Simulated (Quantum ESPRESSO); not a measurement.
# HfB2 (P2/m) in Quantum ESPRESSO: a series of runs

One crystal, HfB2, is run at these levels: PBEsol; tasks: relaxation of the atoms.

Everything below comes from runs of Quantum ESPRESSO 7.5. Logs are shortened: lines on timing, memory, paths and dates and some standing lists are left out, and cuts for length are marked.

## Step 1: Starting point

Symmetry: P2/m, No. 10, monoclinic system. The conventional cell has a = 3.086 Å, b = 3.480 Å, c = 3.141 Å, α = 90.00°, β = 118.27°, γ = 90.00°. Hf (site symmetry 2/m) is surrounded by 12 B at 2.49 to 2.54 Å. B (site symmetry m) has 3 B at 1.78 to 1.84 Å as nearest neighbours.

## Step 2: Relaxation of the atoms, PBEsol, 9.90 Å³/atom

Contents of pw.in:

```
&CONTROL
  calculation = 'relax'
  prefix = 'pwscf'
  outdir = './tmp'
  pseudo_dir = './pseudo'
  tprnfor = .true.
  tstress = .true.
  disk_io = 'low'
  nstep = 40
  forc_conv_thr = 0.0004
  etot_conv_thr = 1d-05
/
&SYSTEM
  ibrav = 0
  nat = 3
  ntyp = 2
  ecutwfc = 45
  ecutrho = 360
  nbnd = 15
  occupations = 'smearing'
  smearing = 'fd'
  degauss = 0.00367493
/
&ELECTRONS
  conv_thr = 6d-10
  electron_maxstep = 120
  mixing_beta = 0.5
/
&IONS
  ion_dynamics = 'bfgs'
/
ATOMIC_SPECIES
Hf   178.4900 hf_pbesol_v1.uspp.F.UPF
B     10.8100 b_pbesol_v1.4.uspp.F.UPF
CELL_PARAMETERS angstrom
   3.1400000000   -0.0628000000    0.0000000000
  -1.6243863954    2.7507197679    0.0000000000
   0.0000000000    0.0000000000    3.4800000000
ATOMIC_POSITIONS angstrom
Hf     0.0000000000    0.0000000000    0.0000000000
B      1.5518712017    0.8750399225    1.7400000000
B     -0.0362575971    1.8128798454    1.7400000000
K_POINTS automatic
10 10 8 0 0 0
```

Potentials or basis: GBRV 1.5 PBEsol.

Command:

```console
> OMP_NUM_THREADS=1 mpirun -n 2 pw.x -nk 2 -in pw.in > pw.out
```

pw.out:

```text
This program is part of the open-source Quantum ESPRESSO suite
     for quantum simulation of materials; please cite
[... 6 lines left out ...]
     using ibrav=0 with symmetry is DISCOURAGED, use correct ibrav instead

     K-points division:     npool     =       2
     Subspace diagonalization in iterative solution of the eigenvalue problem:
     a serial algorithm will be used

     G-vector sticks info
     --------------------
     sticks:   dense  smooth     PW     G-vecs:    dense   smooth      PW
     Sum         871     435    153                23117     8167    1657

     Using Slab Decomposition

     bravais-lattice index     =            0
     lattice parameter (alat)  =       5.9349  a.u.
     unit-cell volume          =     200.4435 (a.u.)^3
     number of atoms/cell      =            3
     number of atomic types    =            2
     number of electrons       =        18.00
     number of Kohn-Sham states=           15
     kinetic-energy cutoff     =      45.0000  Ry
     charge density cutoff     =     360.0000  Ry
     scf convergence threshold =      6.0E-10
     mixing beta               =       0.5000
     number of iterations used =            8  plain     mixing
     energy convergence thresh.=      1.0E-05
     force convergence thresh. =      4.0E-04
     Exchange-correlation= SLA  PW   PSX  PSC
                           (   1   4  10   8   0   0   0)
     nstep                     =           40

     celldm(1)=   5.934927  celldm(2)=   0.000000  celldm(3)=   0.000000
     celldm(4)=   0.000000  celldm(5)=   0.000000  celldm(6)=   0.000000

     crystal axes: (cart. coord. in units of alat)
               a(1) = (   0.999800  -0.019996   0.000000 )
               a(2) = (  -0.517217   0.875850   0.000000 )
               a(3) = (   0.000000   0.000000   1.108059 )

     reciprocal axes: (cart. coord. in units 2 pi/alat)
               b(1) = (  1.012154  0.597709 -0.000000 )
               b(2) = (  0.023108  1.155394 -0.000000 )
               b(3) = ( -0.000000 -0.000000  0.902479 )

     PseudoPot. # 1 for Hf read from file:
     hf_pbesol_v1.uspp.F.UPF
     Pseudo is Ultrasoft + core correction, Zval = 12.0
     Generated by new atomic code, or converted to UPF format
     Using radial grid of  921 points,  8 beta functions with:
                l(1) =   0
                l(2) =   0
                l(3) =   0
                l(4) =   1
                l(5) =   1
                l(6) =   2
                l(7) =   2
                l(8) =   3
     Q(r) pseudized with  6 coefficients,  rinner =    1.200   1.200   1.200
                                                       1.200   1.200   1.200
                                                       1.200

     PseudoPot. # 2 for B  read from file:
     b_pbesol_v1.4.uspp.F.UPF
     Pseudo is Ultrasoft + core correction, Zval =  3.0
     Generated by new atomic code, or converted to UPF format
     Using radial grid of  781 points,  4 beta functions with:
                l(1) =   0
                l(2) =   0
                l(3) =   1
                l(4) =   1
     Q(r) pseudized with  8 coefficients,  rinner =    1.100   1.100   1.100

     atomic species   valence    mass     pseudopotential
     Hf               12.00   178.49000     Hf( 1.00)
     B                 3.00    10.81000     B ( 1.00)

      4 Sym. Ops., with inversion, found

   Cartesian axes

     site n.     atom                  positions (alat units)
         1        Hf     tau(   1) = (   0.0000000   0.0000000   0.0000000  )
         2        B      tau(   2) = (   0.4941277   0.2786194   0.5540293  )
         3        B      tau(   3) = (  -0.0115447   0.5772348   0.5540293  )

     number of k points=   260  Fermi-Dirac smearing, width (Ry)=  0.0037

     Number of k-points >= 100: set verbosity='high' to print them.

     Dense  grid:    23117 G-vectors     FFT dimensions: (  36,  40,  40)

     Smooth grid:     8167 G-vectors     FFT dimensions: (  25,  25,  30)

     Initial potential from superposition of free atoms

     starting charge      15.9994, renormalised to      18.0000

     negative rho (up, down):  1.189E-01 0.000E+00
     Starting wfcs are   21 randomized atomic wfcs

     Self-consistent Calculation

     iteration #  1     ecut=    45.00 Ry     beta= 0.50
     Davidson diagonalization with overlap
     ethr =  1.00E-02,  avg # of iterations =  2.2

     negative rho (up, down):  1.099E-01 0.000E+00

     total energy              =    -170.95608722 Ry
     estimated scf accuracy    <       2.21413274 Ry

     iteration #  2     ecut=    45.00 Ry     beta= 0.50
     Davidson diagonalization with overlap
     ethr =  1.00E-02,  avg # of iterations =  2.2

     negative rho (up, down):  1.103E-01 0.000E+00

     total energy              =    -171.46347868 Ry
     estimated scf accuracy    <       0.16886636 Ry
[... 46 lines left out ...]
     iteration #  8     ecut=    45.00 Ry     beta= 0.50
     Davidson diagonalization with overlap
     ethr =  9.22E-11,  avg # of iterations =  2.9

     negative rho (up, down):  1.119E-01 0.000E+00

     total energy              =    -171.48497956 Ry
     estimated scf accuracy    <          1.2E-09 Ry

     iteration #  9     ecut=    45.00 Ry     beta= 0.50
     Davidson diagonalization with overlap
     ethr =  6.63E-12,  avg # of iterations =  2.0

     negative rho (up, down):  1.119E-01 0.000E+00

     End of self-consistent calculation

     Number of k-points >= 100: set verbosity='high' to print the bands.

     the Fermi energy is    16.4304 ev

!    total energy              =    -171.48497956 Ry
     estimated scf accuracy    <          1.5E-11 Ry
     smearing contrib. (-TS)   =      -0.00017528 Ry
     internal energy E=F+TS    =    -171.48480428 Ry

     The total energy is F=E-TS. E is the sum of the following terms:
     one-electron contribution =      -4.94528068 Ry
     hartree contribution      =      12.61138966 Ry
     xc contribution           =     -81.44827802 Ry
     ewald contribution        =     -97.70263524 Ry

     convergence has been achieved in   9 iterations

     negative rho (up, down):  1.119E-01 0.000E+00

     Forces acting on atoms (cartesian axes, Ry/au):

     atom    1 type  1   force =     0.00000000    0.00000000    0.00000000
     atom    2 type  2   force =     0.00101638   -0.00101267    0.00000000
     atom    3 type  2   force =    -0.00101638    0.00101267    0.00000000

     Total force =     0.002029     Total SCF correction =     0.000001

     Computing stress (Cartesian axis) and pressure

     negative rho (up, down):  1.119E-01 0.000E+00
          total   stress  (Ry/bohr**3)                   (kbar)     P=      -34.11
  -0.00020986   0.00072538   0.00000000          -30.87      106.71        0.00
   0.00072538  -0.00021895   0.00000000          106.71      -32.21        0.00
   0.00000000   0.00000000  -0.00026680            0.00        0.00      -39.25

     BFGS Geometry Optimization
     Energy error            =      4.1E-06 Ry
     Gradient error          =      1.0E-03 Ry/Bohr

     number of scf cycles    =   1
     number of bfgs steps    =   0

     energy             new  =    -171.4849795600 Ry

     new trust radius        =       0.0014347575 bohr
     new conv_thr            =       0.0000000006 Ry

ATOMIC_POSITIONS (angstrom)
Hf               0.0000000000        0.0000000000        0.0000000000
B                1.5524090490        0.8745040427        1.7400000000
B               -0.0367954444        1.8134157252        1.7400000000

     NEW-OLD atomic charge density approx. for the potential

     negative rho (up, down):  1.119E-01 0.000E+00

     Self-consistent Calculation

     iteration #  1     ecut=    45.00 Ry     beta= 0.50
     Davidson diagonalization with overlap
     ethr =  1.00E-06,  avg # of iterations =  2.0

     Threshold (ethr) on eigenvalues was too large:
     Diagonalizing with lowered threshold

     Davidson diagonalization with overlap
     ethr =  3.68E-09,  avg # of iterations =  3.0

     negative rho (up, down):  1.119E-01 0.000E+00

     total energy              =    -171.48498260 Ry
     estimated scf accuracy    <       0.00000066 Ry

     iteration #  2     ecut=    45.00 Ry     beta= 0.50
     Davidson diagonalization with overlap
     ethr =  3.69E-09,  avg # of iterations =  2.0

     negative rho (up, down):  1.119E-01 0.000E+00

     total energy              =    -171.48498265 Ry
     estimated scf accuracy    <       0.00000004 Ry

     iteration #  3     ecut=    45.00 Ry     beta= 0.50
     Davidson diagonalization with overlap
     ethr =  2.23E-10,  avg # of iterations =  2.0

     negative rho (up, down):  1.119E-01 0.000E+00

     total energy              =    -171.48498266 Ry
     estimated scf accuracy    <          9.0E-10 Ry

     iteration #  4     ecut=    45.00 Ry     beta= 0.50
     Davidson diagonalization with overlap
     ethr =  5.02E-12,  avg # of iterations =  2.0

     negative rho (up, down):  1.119E-01 0.000E+00

     End of self-consistent calculation

     Number of k-points >= 100: set verbosity='high' to print the bands.

     the Fermi energy is    16.4294 ev

!    total energy              =    -171.48498266 Ry
     estimated scf accuracy    <          1.2E-10 Ry
     smearing contrib. (-TS)   =      -0.00017549 Ry
     internal energy E=F+TS    =    -171.48480716 Ry

     The total energy is F=E-TS. E is the sum of the following terms:
     one-electron contribution =      -4.94514894 Ry
     hartree contribution      =      12.61131087 Ry
     xc contribution           =     -81.44830432 Ry
     ewald contribution        =     -97.70266478 Ry

     convergence has been achieved in   4 iterations

     negative rho (up, down):  1.119E-01 0.000E+00

     Forces acting on atoms (cartesian axes, Ry/au):

     atom    1 type  1   force =     0.00000000    0.00000000    0.00000000
     atom    2 type  2   force =     0.00050775   -0.00051524   -0.00000000
     atom    3 type  2   force =    -0.00050775    0.00051524   -0.00000000

     Total force =     0.001023     Total SCF correction =     0.000001

     Computing stress (Cartesian axis) and pressure

     negative rho (up, down):  1.119E-01 0.000E+00
          total   stress  (Ry/bohr**3)                   (kbar)     P=      -34.07
  -0.00020852   0.00072456   0.00000000          -30.67      106.59        0.00
   0.00072456  -0.00021920   0.00000000          106.59      -32.25        0.00
   0.00000000   0.00000000  -0.00026709            0.00        0.00      -39.29

     Energy error            =      3.1E-06 Ry
     Gradient error          =      5.2E-04 Ry/Bohr

     number of scf cycles    =   2
     number of bfgs steps    =   1

     energy             old  =    -171.4849795600 Ry
     energy             new  =    -171.4849826572 Ry

     CASE: energy            _new < energy            _old

     new trust radius        =       0.0014590281 bohr
     new conv_thr            =            6.0E-12 Ry

ATOMIC_POSITIONS (angstrom)
Hf               0.0000000000        0.0000000000        0.0000000000
B                1.5529509835        0.8739541142        1.7400000000
B               -0.0373373789        1.8139656537        1.7400000000

     NEW-OLD atomic charge density approx. for the potential

     negative rho (up, down):  1.119E-01 0.000E+00

     Self-consistent Calculation

     iteration #  1     ecut=    45.00 Ry     beta= 0.50
     Davidson diagonalization with overlap
     ethr =  1.00E-06,  avg # of iterations =  2.0

     Threshold (ethr) on eigenvalues was too large:
     Diagonalizing with lowered threshold

     Davidson diagonalization with overlap
     ethr =  3.81E-09,  avg # of iterations =  3.0

     negative rho (up, down):  1.119E-01 0.000E+00

     total energy              =    -171.48498366 Ry
     estimated scf accuracy    <       0.00000069 Ry

     iteration #  2     ecut=    45.00 Ry     beta= 0.50
     Davidson diagonalization with overlap
     ethr =  3.83E-09,  avg # of iterations =  2.0

     negative rho (up, down):  1.119E-01 0.000E+00

     total energy              =    -171.48498371 Ry
     estimated scf accuracy    <       0.00000004 Ry

     iteration #  3     ecut=    45.00 Ry     beta= 0.50
     Davidson diagonalization with overlap
     ethr =  2.31E-10,  avg # of iterations =  2.0
[... 15 lines left out ...]
     iteration #  5     ecut=    45.00 Ry     beta= 0.50
     Davidson diagonalization with overlap
     ethr =  7.70E-13,  avg # of iterations =  1.5

     negative rho (up, down):  1.119E-01 0.000E+00

     total energy              =    -171.48498372 Ry
     estimated scf accuracy    <          6.5E-12 Ry

     iteration #  6     ecut=    45.00 Ry     beta= 0.50
     Davidson diagonalization with overlap
     ethr =  1.00E-13,  avg # of iterations =  1.5

     negative rho (up, down):  1.119E-01 0.000E+00

     End of self-consistent calculation

     Number of k-points >= 100: set verbosity='high' to print the bands.

     the Fermi energy is    16.4284 ev

!    total energy              =    -171.48498372 Ry
     estimated scf accuracy    <          2.1E-13 Ry
     smearing contrib. (-TS)   =      -0.00017576 Ry
     internal energy E=F+TS    =    -171.48480796 Ry

     The total energy is F=E-TS. E is the sum of the following terms:
     one-electron contribution =      -4.94500829 Ry
     hartree contribution      =      12.61121078 Ry
     xc contribution           =     -81.44832764 Ry
     ewald contribution        =     -97.70268281 Ry

     convergence has been achieved in   6 iterations

     negative rho (up, down):  1.119E-01 0.000E+00

     Forces acting on atoms (cartesian axes, Ry/au):

     atom    1 type  1   force =     0.00000000    0.00000000    0.00000000
     atom    2 type  2   force =     0.00000043   -0.00000478   -0.00000000
     atom    3 type  2   force =    -0.00000043    0.00000478   -0.00000000

     Total force =     0.000007     Total SCF correction =     0.000000

     Computing stress (Cartesian axis) and pressure

     negative rho (up, down):  1.119E-01 0.000E+00
          total   stress  (Ry/bohr**3)                   (kbar)     P=      -34.03
  -0.00020721   0.00072377   0.00000000          -30.48      106.47        0.00
   0.00072377  -0.00021939   0.00000000          106.47      -32.27        0.00
   0.00000000   0.00000000  -0.00026744            0.00        0.00      -39.34

     Energy error            =      1.1E-06 Ry
     Gradient error          =      4.8E-06 Ry/Bohr

     bfgs converged in   3 scf cycles and   2 bfgs steps
     (criteria: energy <  1.0E-05 Ry, force <  4.0E-04 Ry/Bohr)

     End of BFGS Geometry Optimization

     Final energy             =    -171.4849837195 Ry

Begin final coordinates

ATOMIC_POSITIONS (angstrom)
Hf               0.0000000000        0.0000000000        0.0000000000
B                1.5529509835        0.8739541142        1.7400000000
B               -0.0373373789        1.8139656537        1.7400000000
End final coordinates

=------------------------------------------------------------------------------=
   JOB DONE.
=------------------------------------------------------------------------------=
```

It took 66 s on 2 MPI ranks of Arm Neoverse V1, shared host; peak memory 0.32 GiB.

Results:

```yaml
Free_energy: -2333.1721 eV
Energy_gained_by_relaxing: 0.0 meV/atom
Ionic_steps: 3
Pressure_after_relaxing: -3.4 GPa
Band_gap_on_the_k_mesh: none (metal or under the smearing width)
```

## Step 3: Relaxation of the atoms, PBEsol, 9.90 Å³/atom

pw.in: that of step 2 with these lines changed.

```diff
@@ -35,4 +35,4 @@
 CELL_PARAMETERS angstrom
-   3.1400000000   -0.0628000000    0.0000000000
-  -1.6243863954    2.7507197679    0.0000000000
+   3.1400000000   -0.0314000000    0.0000000000
+  -1.5971931977    2.7350197679    0.0000000000
    0.0000000000    0.0000000000    3.4800000000
@@ -40,4 +40,4 @@
 Hf     0.0000000000    0.0000000000    0.0000000000
-B      1.5518712017    0.8750399225    1.7400000000
-B     -0.0362575971    1.8128798454    1.7400000000
+B      1.5609356009    0.8907399225    1.7400000000
+B     -0.0181287986    1.8128798454    1.7400000000
 K_POINTS automatic
```

Potentials or basis: GBRV 1.5 PBEsol.

Command:

```console
> OMP_NUM_THREADS=1 mpirun -n 2 pw.x -nk 2 -in pw.in > pw.out
```

It took 43 s on 2 MPI ranks of Arm Neoverse V1, shared host; peak memory 0.32 GiB.

Results (log left out):

```yaml
Free_energy: -2333.2016 eV
Energy_gained_by_relaxing: 0.0 meV/atom
Ionic_steps: 2
Pressure_after_relaxing: -3.7 GPa
Largest_force_after_relaxing: 0.006 eV/Å
Band_gap_on_the_k_mesh: none (metal or under the smearing width)
```
